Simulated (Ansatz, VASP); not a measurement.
# Cross-check of TiS2 between VASP and Ansatz

Wanted: the spread between two codes on one cell, functional and k mesh. The structure shown is the start of the Ansatz relaxation below; VASP solves that cell, so the two are compared at the walk's first step.

Main program and level: Ansatz 0.2.0; plane waves, with VASP 6.6.1 beside it; single point at revPBE.

### Step 1. Starting point

The cell holds 3 atoms: 1 Ti and 2 S. Its edges and angles: a = 3.412 Å, b = 3.412 Å, c = 29.495 Å, α = 90.0°, β = 90.0°, γ = 120.0°. It derives from TiS2. As first built, before any earlier steps moved the atoms (in the runner's words): one layer cut from layered TiS2 (space group P-3m1). Vacuum lies along c. The height across the vacuum is the one that the program set for its solve, not the one typed.

### Step 2. Ansatz: relaxation, revPBE

Ansatz runs on its default PAW (the set named soft_2) files.

The two programs are compared at the cell with which this relaxation starts, whose forces are those of its first step.

input.yaml

```yaml
crystal:
  lattice:
    - [3.412, 0.0, 0.0]
    - [-1.706, 2.95487868, 0.0]
    - [0.0, 0.0, 18.8475]
  atoms:
    - { symbol: Ti, position: [0.0, 0.0, 0.5] }
    - { symbol: S, position: [0.33333333, 0.66666667, 0.42445948] }
    - { symbol: S, position: [0.66666667, 0.33333333, 0.57554052] }
  periodic: [true, true, false]
kpoints:
  mp_grid: { grid: [8, 8, 1] }
scf:
  occupations: { method: fermi_dirac, width: 0.05 }
hamiltonian:
  xc: revpbe
output:
  forces: true
  stress: true
  write_density: true
  write_potential: true
  elf: true
  volumetric_format: npy
relax:
  f_tol: 0.02
  max_steps: 50
  cell: {}
```

Started as:

```sh
$ ansatz run input.yaml --threads 1 --pin off --max-ram 4096MiB --backend cpu --events-out ev --progress --plain --runs-dir out
```

Numbers of over 12 decimals in the logs are rounded to 6 here.

The program printed:

```text
Warning: crystal.periodic: the lattice vector that does not repeat stood 0.000° off the slab's normal, 18.848 Å along it as the deck builds it. The run solves the slab on a vector along the normal, 29.495 Å long, with every atom where it was (on the deck's vector they left 16.00 Å outside them, and the widest stretch free of ions among them is 1.42 Å). A fractional position that the run reports is one of the run's ce [...]
crystal.periodic: the lattice vector that does not repeat stood 0.000° off the slab's normal, 18.848 Å along it as the deck builds it. The run solves the slab on a vector along the normal, 29.495 Å long, with every atom where it was (on the deck's vector they left 16.00 Å outside them, and the widest stretch free of ions among them is 1.42 Å). A fractional position that the run reports is one of the run's cell, which [...]
Engine: ansatz 0.2.0, aarch64-unknown-linux-gnu
Pseudopotentials: kind: paw
Pseudopotential: Ti, paw, valence charge 12, recommended cutoff 420 eV (normal), Ti.paw.azcp
Pseudopotential: S, paw, valence charge 6, recommended cutoff 420 eV (normal), S.paw.azcp
Functional definition: revPBE
  parameter kappa = 1.245
  parameter beta = 0.066725
  exchange = pbe_x(kappa = kappa, mu = beta*pi^2/3)
  correlation = pbe_c(beta = beta)
Crystal: 3 atoms, lattice volume = 297.370 Å³
Basis set: ecut = 420 eV, 5835 PW (Γ), exchange–correlation on 48×48×400 points (8 copies of the dense FFT grid, shifted against one another)
Bands: 16, of which v1, the nominal top of the filled ones, is band 12 counted from 1 (11 counted from 0)
Symmetry: 12 space group operations
Space group: P-3m1 (ITA 164), of the structure as read, at distance tolerance 6.7e-5 Å
k-points: 10 of 64
Non-local potential: Ti, projectors of the file, l = 0: 3, l = 1: 2, l = 2: 3, l = 3: 1
Non-local potential: S, projectors of the file, l = 0: 2, l = 1: 2, l = 2: 2
PAW form: soft (Blöchl's): semilocal exchange-correlation on the pseudo side does not see the compensation charge
PAW frozen core: Ti, regenerated for the run's functional, and the local potential with it (the file was generated under x = pbe(κ = 0.804, μ = 0.219515), c = pbe(β = 0.066725))
PAW frozen core: S, regenerated for the run's functional, and the local potential with it (the file was generated under x = pbe(κ = 0.804, μ = 0.219515), c = pbe(β = 0.066725))
PAW one-centre angular grid: Ti, 590 points (default); XC on 64 Gauss nodes
PAW one-centre angular grid: S, 110 points (default); XC on 64 Gauss nodes
Initial density: superposition of atomic densities (neutral atoms: chi_scale 0, normalization atom), corrected by the library's trained network
Initial wavefunctions: pseudopotential atomic-orbital guess
Functional: x = revpbe(κ = 1.245, μ = 0.219515), c = pbe(β = 0.066725)
[...]
SCF 2 converged in 6 iterations: F = -4315.822201 eV  dr2 = 8.65e-8
relax step   2: F+E_penalty+E_count = -4315.82220142 eV  Δ(F+E_penalty+E_count) = -5.678e-3 eV  max|allowed force component| = 1.920e-2 eV/Å  Δτ_max = 0.0016 Å  P = +0.314 N/m  Ω = 301.349 Å³  energy of the carried Pulay correction = -5.171e-5 eV  fix = [c, alpha, beta]  reactions: c +0.000 N/m  (6 SCF iters, dr2 threshold 3.00e-7 eV, accepted)
[...]
relax step   3: F+E_penalty+E_count = -4315.82272103 eV  Δ(F+E_penalty+E_count) = -5.196e-4 eV  max|allowed force component| = 1.972e-2 eV/Å  Δτ_max = 0.0056 Å  P = +0.008 N/m  Ω = 303.597 Å³  energy of the carried Pulay correction = -8.064e-5 eV  fix = [c, alpha, beta]  reactions: c +0.000 N/m  (5 SCF iters, dr2 threshold 1.49e-7 eV, accepted)
[...]
relax step   4: F+E_penalty+E_count = -4315.82279390 eV  Δ(F+E_penalty+E_count) = -7.287e-5 eV  max|allowed force component| = 1.965e-2 eV/Å  Δτ_max = 0.0000 Å  P = +0.008 N/m  Ω = 303.597 Å³  fix = [c, alpha, beta]  reactions: c +0.000 N/m  stress off target by 7.57e-3 N/m on what of the cell is left free  SCF on the basis re-selected at this cell (its energy is not comparable with the rows above)  (6 SCF iters)
basis re-selected at this cell: Δ(F+E_penalty+E_count) = -7.287e-5 eV, ΔP = -0.001 N/m vs the last step (what re-selecting the basis moved, of the pressure what is left beyond the Pulay correction that the steps carried, after the strain that the cell walked since its last selection, with what the two solves' SCF thresholds leave and, on support functions, any second-order correction that the steps lacked; it is no m [...]
WARN: The output density's exchange-correlation potential varies sharply where the density is thin. Do not read a vacuum level from v_tot or v_xc, or from such a field of the output density. On a cell that repeats whose density bears no net charge and no dipole along the vacuum's axis use v_es (v_loc + v_h of the components); under efield.dipole_correction with no amplitude use v_es + v_field, which holds any externa [...]
SCF converged after 6 iterations
Free energy (F): -4315.822794 eV
Harris-Foulkes:  -4315.822794 eV  (|F-HF|=3.09e-8)
Internal energy: -4315.818517 eV  (E = F + TS)
E sigma→0 (E₀):  -4315.820655 eV
Entropy (-TS):   -0.004277 eV (-1.426 meV/atom)
Fermi energy:    -5.741282 eV
--- Per-component energies (eV) ---
  E_band       = -540.293306
  E_kinetic    = 483.562739
  E_local      = -32002.772006  (includes V_loc(G=0)·N_el)
  E_nonlocal   = 61.061381
  E_hartree    = 15696.015684
  E_xc         = -292.346587
  E_vxc        = -296.846201  (∫ρ·V_xc dr)
  E_paw        = -2254.186095  (= ΣΔE_a)
  E_vpaw       = -177.330730  (= ΣTr[D̂ρ^β])
  E_aug_tail   = 0.000134  (compensation charges beyond the density's cutoff)
  E_ewald      = 13992.939058
  E_core_change = -0.092824  (= ΣΔE_core)
  E_smearing   = -0.004277  (= −TS)
  E_closure    = -0.000000  (closes the sum)
  Σ components = -4315.822794   (vs F -4315.822794, Δ=0.00e0)
--- Forces (eV/Å), atoms counted from 1 ---
  atom   1  Ti     0.00000000     0.00000000     0.00000000
  atom   2  S     -0.00000000    -0.00000000    -0.01964540
  atom   3  S     -0.00000000     0.00000000     0.01964540
  max |Σ_I F_I| component: 1.85e-17 eV/Å
--- 2D stress c σ (N/m, compression-positive) ---
        0.007568       0.000000       0.000000
        0.000000       0.007568      -0.000000
        0.000000      -0.000000       0.000000
  P = ½ c Tr σ = 0.0076 N/m
--- Band table (eV; the first three rows and the last of 10) ---
  k-point 0: bands = [... 8 lower, -8.5294, -7.0752, -5.8027, -5.8027, -5.3214, -5.3214, -4.6463, -2.2331]
  k-point 1: bands = [... 8 lower, -8.4702, -6.9798, -6.7510, -6.4123, -5.1546, -4.7497, -4.3749, -2.7389]
  k-point 2: bands = [... 8 lower, -8.5687, -8.3775, -6.9779, -6.7510, -5.3490, -4.3478, -4.0818, -2.9163]
  k-point 9: bands = [... 8 lower, -9.2019, -8.4286, -8.1269, -7.9270, -4.7676, -4.2044, -4.1902, -2.8177]
  the weakly bound empty levels are not read free of the cell's end (no_gap_told)
--- Relaxed structure (3 steps of the walk, 3 accepted, 1 SCFs on fresh bases) ---
  F+E_penalty+E_count = -4315.82279390 eV   max|allowed force component| = 1.965e-2 eV/Å   (the final SCF, on the basis selected at the relaxed cell)
  cell:  # Å, volume = 303.5975 Å³
    - [3.447542, 0, 0]
    - [-1.723771, 2.985659, 0]
    - [0, 0, 29.495000]
  atoms:
    - { symbol: Ti, position: [0, 0, 0.319503] }
    - { symbol: S, position: [0.333333, 0.666667, 0.271477] }
    - { symbol: S, position: [0.666667, 0.333333, 0.367530] }
```

### Step 3. VASP: single point, revPBE, start cell

The same cell, functional, mesh and smearing now go to VASP, with its own data sets.

Lines of VASP's logs that name or quote its potential files are left out, and so is its time.

INCAR

```
SYSTEM = TiS2
PREC = Accurate
ENCUT = 400
EDIFF = 1E-06
NELM = 120
ISMEAR = -1
SIGMA = 0.05
LREAL = .FALSE.
ALGO = Normal
GGA = RE
NBANDS = 18
LASPH = .TRUE.
LORBIT = 11
LWAVE = .FALSE.
LCHARG = .FALSE.
ISIF = 2
LDIPOL = .TRUE.
IDIPOL = 3
DIPOL = 0.5 0.5 0.32
LVHAR = .TRUE.
GGA_COMPAT = .FALSE.
EFERMI = MIDGAP
NELMDL = -8
```

POSCAR

```
TiS2
1.0
    3.4120000000      0.0000000000      0.0000000000
   -1.7060000000      2.9548790000      0.0000000000
    0.0000000000      0.0000000000     29.4950000000
Ti S
1 2
Direct
    0.0000000000      0.0000000000      0.3195033056
    0.3333332769      0.6666665539      0.2712324123
    0.6666667231      0.3333334461      0.3677741990
```

KPOINTS

```
Automatic mesh
0
Gamma
8 8 1
0 0 0
```

PAW data sets: Ti_sv and S (PBE family, release 64).

Started as:

```sh
$ mpirun -np 1 vasp_std
```

The program printed:

```text
[banner, memory and clock lines left out]
running    1 mpi-ranks, on    1 nodes
 distrk:  each k-point on    1 cores,    1 groups
 distr:  one band on    1 cores,    1 groups

 POSCAR found type information on POSCAR TiS
 POSCAR found :  2 types and       3 ions
|                                                                             |
|               ----> ADVICE to this user running VASP <----                  |
|                                                                             |
|     You enforced a specific xc type in the INCAR file but a different       |
|     [... a line on the potential file left out ...]
|     I HOPE YOU KNOW WHAT YOU ARE DOING!                                     |
|                                                                             |

 LDA part: xc-table for (Slater+PW92), standard interpolation
 POSCAR, INCAR and KPOINTS ok, starting setup
 FFT: planning ... GRIDC
 FFT: planning ... GRID_SOFT
 FFT: planning ... GRID
 WAVECAR not read
 entering main loop
       N       E                     dE             d eps       ncg     rms          rms(c)
DAV:   1     0.158463731068E+03    0.15846E+03   -0.97932E+03   440   0.834E+02
DAV:   2     0.904133694459E+00   -0.15756E+03   -0.15444E+03   496   0.232E+02
DAV:   3    -0.220220359479E+02   -0.22926E+02   -0.22845E+02   618   0.813E+01
DAV:   4    -0.229568255881E+02   -0.93479E+00   -0.93342E+00   512   0.158E+01
DAV:   5    -0.230196382578E+02   -0.62813E-01   -0.62805E-01   592   0.327E+00
DAV:   6    -0.230201572452E+02   -0.51899E-03   -0.51896E-03   536   0.386E-01
DAV:   7    -0.230201768089E+02   -0.19564E-04   -0.19563E-04   576   0.618E-02
DAV:   8    -0.230201769986E+02   -0.18969E-06   -0.18977E-06   520   0.688E-03    0.146E+01
DAV:   9    -0.200808025557E+02    0.29394E+01   -0.30162E+01   440   0.465E+01    0.113E+01
DAV:  10    -0.194969078624E+02    0.58389E+00   -0.17237E+01   418   0.317E+01    0.649E+00
DAV:  11    -0.193098118235E+02    0.18710E+00   -0.53667E+00   386   0.189E+01    0.398E+00
DAV:  12    -0.191128594324E+02    0.19695E+00   -0.97055E-01   404   0.785E+00    0.890E-01
DAV:  13    -0.191128153974E+02    0.44035E-04   -0.26486E-02   422   0.120E+00    0.764E-01
DAV:  14    -0.191158268701E+02   -0.30115E-02   -0.13151E-02   442   0.645E-01    0.676E-01
[...]
DAV:  23    -0.191072981172E+02   -0.13287E-04   -0.57447E-06   406   0.217E-02    0.108E-02
DAV:  24    -0.191073529276E+02   -0.54810E-04   -0.69381E-06   442   0.115E-02    0.390E-03
DAV:  25    -0.191073599650E+02   -0.70374E-05   -0.11038E-06   356   0.721E-03    0.410E-03
DAV:  26    -0.191073722413E+02   -0.12276E-04   -0.49290E-07   300   0.328E-03    0.282E-03
DAV:  27    -0.191073798971E+02   -0.76558E-05   -0.10513E-06   328   0.510E-03    0.175E-03
DAV:  28    -0.191073813748E+02   -0.14776E-05   -0.16025E-07   282   0.292E-03    0.711E-04
DAV:  29    -0.191073840545E+02   -0.26797E-05   -0.12218E-07   286   0.126E-03    0.108E-03
DAV:  30    -0.191073848954E+02   -0.84088E-06   -0.55266E-08   272   0.985E-04
   1 F= -.19107385E+02 E0= -.19104225E+02  d E =-.632017E-02
```

Parts of OUTCAR (step 3):

```text
ion  position               nearest neighbor table
   1  0.000  0.000  0.320-   2 2.43   3 2.43   2 2.43   2 2.43   3 2.43   3 2.43
   2  0.333  0.667  0.271-   1 2.43   1 2.43   1 2.43
   3  0.667  0.333  0.368-   1 2.43   1 2.43   1 2.43

  LATTYP: Found a hexagonal cell.
 ALAT       =     3.4120000000
 C/A-ratio  =     8.6444900352

 Subroutine GETGRP returns: Found 12 space group operations
 (whereof  6 operations were pure point group operations)

The static configuration has the point symmetry C_3v.
 The point group associated with its full space group is D_3d.

 Found     10 irreducible k-points:

   k-points           NKPTS =     10   k-points in BZ     NKDIM =     10   number of bands    NBANDS=     18

   dimension x,y,z NGX =    24 NGY =   24 NGZ =  192
   dimension x,y,z NGXF=    48 NGYF=   48 NGZF=  384

   ENCUT  =  400.0 eV  29.40 Ry    5.42 a.u.   5.56  5.56 48.10*2*pi/ulx,y,z

   NELECT =      24.0000    total number of electrons

 k-points in reciprocal lattice and weights: Automatic mesh
   0.00000000  0.00000000  0.00000000       0.016
   0.12500000  0.00000000  0.00000000       0.094
   0.25000000  0.00000000  0.00000000       0.094
   0.37500000 -0.00000000  0.00000000       0.094
   0.50000000  0.00000000  0.00000000       0.047
   0.12500000  0.12500000  0.00000000       0.094
   0.25000000  0.12500000  0.00000000       0.188
   0.37500000  0.12500000  0.00000000       0.188
   0.25000000  0.25000000  0.00000000       0.094
   0.37500000  0.25000000  0.00000000       0.094

 dipolmoment           0.000000      0.000000      0.000006 electrons x Angstroem

 average (electrostatic) potential at core
       1 -85.5304       2 -94.7223       3 -94.7223

 E-fermi :  -3.5207

 k-point     1 :       0.0000    0.0000    0.0000
  band No.  band energies     occupation
    ...
      8      -6.2856      2.00000
      9      -6.2856      2.00000
     10      -4.9395      2.00000
     11      -3.5288      1.08052
     12      -3.5288      1.08051
     13      -3.0731      0.00026
     14      -3.0731      0.00026
     15      -2.4455      0.00000
     16       0.0461      0.00000
     17       0.0461      0.00000
    ...

 k-point     2 :       0.1250    0.0000    0.0000
  band No.  band energies     occupation
    ...
      8      -6.7578      2.00000
      9      -6.2270      2.00000
     10      -4.7514      2.00000
     11      -4.5961      2.00000
     12      -4.1643      1.99999
     13      -2.9151      0.00001
     14      -2.4765      0.00000
     15      -2.1449      0.00000
     16      -0.4683      0.00000
     17      -0.0833      0.00000
    ...

 k-point     3 :       0.2500    0.0000    0.0000
  band No.  band energies     occupation
    ...
      8      -7.3253      2.00000
      9      -6.4027      2.00000
     10      -6.1431      2.00000
     11      -4.7357      2.00000
     12      -4.5994      2.00000
     13      -3.1405      0.00100
     14      -2.0654      0.00000
     15      -1.8197      0.00000
     16      -0.6302      0.00000
     17      -0.1708      0.00000
    ...

  Total        0.5967491      0.5967492      0.2820344      0.0000000      0.0000000      0.0000000
  in kB        3.2151793      3.2151800      1.5195522      0.0000000      0.0000000      0.0000000
  external PRESSURE =       2.6499705 kB  Pullay stress =       0.0000000 kB

  energy-cutoff  :      400.00
  volume of cell :      297.37
      direct lattice vectors                 reciprocal lattice vectors
     3.412000000  0.000000000  0.000000000     0.293083236  0.169211667  0.000000000
    -1.706000000  2.954879000  0.000000000     0.000000000  0.338423333  0.000000000
     0.000000000  0.000000000 29.495000000     0.000000000  0.000000000  0.033904052

 POSITION                                       TOTAL-FORCE (eV/Angst)
 -----------------------------------------------------------------------------------
      0.00000      0.00000      9.42375        -0.000000      0.000000     -0.000000
     -0.00000      1.96992      8.00000        -0.000000     -0.000000     -0.134918
      1.70600      0.98496     10.84750         0.000000      0.000000      0.134918
 -----------------------------------------------------------------------------------
    total drift:                               -0.000000      0.000000      0.000287

  FREE ENERGIE OF THE ION-ELECTRON SYSTEM (eV)
  ---------------------------------------------------
  free  energy   TOTEN  =       -19.1073848954 eV

  energy  without entropy=      -19.1010647248  energy(sigma->0) =      -19.10422481

 vacuum level on the upper side and lower side of the slab         2.161         2.161

 total charge
# of ion       s       p       d       tot
------------------------------------------
    1        2.185   6.191   1.775  10.151
    2        1.357   2.384   0.000   3.742
    3        1.357   2.384   0.000   3.742
--------------------------------------------------
tot          4.899  10.960   1.775  17.634

[... 3 further parts left out ...]
```

The gap is under twice the smearing width, so the edge states are partly filled and the run can't tell a small gap from a semimetal.

### Step 4. Differences

Known differences besides the potentials themselves: Ansatz cuts the interaction across the vacuum, VASP repeats the sheet with a dipole correction; the cutoff is 420 eV in Ansatz and 400 eV in VASP; Ansatz makes its cores anew for this functional, VASP keeps those of its PBE data sets. Total energies have different zeros and are not compared.

Forces (eV/Å; atoms numbered as in POSCAR):

| atom | Ansatz x, y, z | VASP x, y, z |
| --- | --- | --- |
| Ti1 | 0.000, 0.000, 0.000 | 0.000, 0.000, 0.000 |
| S2 | 0.000, 0.000, -0.120 | 0.000, 0.000, -0.135 |
| S3 | 0.000, 0.000, 0.120 | 0.000, 0.000, 0.135 |

The forces differ by 7.0 meV/Å r.m.s., which is 11.0 % of the r.m.s. force of 0.064 eV/Å (both taken over all components). With vacuum in the cell, a pressure given here is an average over mostly empty space and none of the material.

### Step 5. Results

```yaml
r_m_s_force_difference_single_point_revpbe_start_cell: 7.0 meV/Å
```

In words: The r.m.s. force difference is 7.0 meV/Å (single point, revPBE, start cell), within the 12 meV/Å picked in this series as the mark of a large difference. 1 further run of this series is not shown here. How closely two codes agree says nothing of how well the functional describes the real material.

[Lines on the potential files, build, host, timing and source positions are cut from VASP's logs without a mark.]

[Logs are printed without paths, hosts, clocks, repeated set-up lines and the standing remarks that a program may print on its own settings, such as how far it seeks lower states.]

[Hosts, paths, dates, database ids (printed as entryN), source tags and the programs' standing remarks are cut or masked in the printed files.]
